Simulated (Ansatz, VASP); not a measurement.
**GaN in VASP and in Ansatz**

```
Ga N
1.0
     0.00000    2.10852    2.10852
     2.10852    0.00000    2.10852
     2.10852    2.10852    0.00000
Ga N
1 1
Direct
  0.50000 0.50000 0.50000
  0.00000 0.00000 0.00000
```

Alike in both runs: task single point; functional r2SCAN; k mesh 10 × 10 × 10; no spin polarisation.

|  | VASP | Ansatz |
| --- | --- | --- |
| version | VASP 6.6.1 | Ansatz 0.2.0 |
| potentials or method | VASP PAW PBE potentials, release 64 (Ga_d, N) | plane waves, PAW |
| plane-wave cutoff (eV) | 520 | 500 |
| occupations | gaussian, width 0.01 eV | fixed |
| valence electrons in the cell | 18 | 18 |

VASP gave:

```
gap on the k mesh at the Fermi level (eV) : 1.18
pressure (GPa)                            : 1.3
```

Question: Which values does Ansatz return?

Answer: gap on the k mesh at the Fermi level (eV): 1.20; pressure (GPa): 0.0.

Caveats: the PAW data sets were made with another functional, which shifts forces and pressure a little (VASP). r2SCAN opens gaps a little over a GGA but as a rule still falls short of measured ones. A k mesh can miss the band edges.
